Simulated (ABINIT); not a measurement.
# InP: single point with PBEsol

**The experiment to reproduce.**

A printed reference work, data compilation reports, for a bulk crystal of InP at 1.6 K: band gap 1.4236 eV (direct).

Crystal: InP.

```
In P
1.0
     0.00000    2.93050    2.93050
     2.93050    0.00000    2.93050
     2.93050    2.93050    0.00000
In P
1 1
Direct
  0.00000 0.00000 0.00000
  0.75000 0.75000 0.75000
```

```json
{
 "Program": "ABINIT 10.8.3 (patched build)",
 "Task": "single point",
 "Functional": "PBEsol",
 "Potentials or basis": "PseudoDojo NC SR PBEsol v0.4 stringent",
 "Cutoff": "1007 eV",
 "k mesh": "6 × 6 × 6",
 "Occupations": "fermi-dirac, width 0.05 eV",
 "Spin": "no spin polarisation"
}
```

```json
{
 "Pressure": "0.1 GPa",
 "Band gap on the k mesh": "0.61 eV, direct",
 "Valence electrons inside the program's atomic spheres": "In 17.85; P 2.74"
}
```

Levels at points of the mesh, in eV from the valence-band top:
| k point | band 11 | band 12 | band 13 | band 14 | band 15 | band 16 |
| --- | --- | --- | --- | --- | --- | --- |
| (0.00, 0.00, 0.00) | 0.00 | 0.00 | 0.00 | 0.61 | 4.01 | 4.01 |
| (0.50, 0.00, 0.00) | -5.80 | -0.98 | -0.98 | 1.40 | 4.73 | 4.73 |
| (0.50, 0.50, 0.00) | -5.82 | -2.35 | -2.35 | 1.63 | 2.16 | 9.10 |

It took 39 s on 1 thread of Arm Neoverse V1, with other jobs on the host, peak memory 0.09 GiB.

A measured gap of InP is 1.4236 eV (direct; 1.6 K; a printed reference work, data compilation); the calculated 0.61 eV misses it by -0.81 eV. Spin-orbit coupling on In is left out. The value is that of PBEsol, without temperature or zero-point motion. Semilocal functionals fall short of measured gaps as a rule.

Caveat: spin-orbit coupling is left out, which moves the levels of the heavy elements.
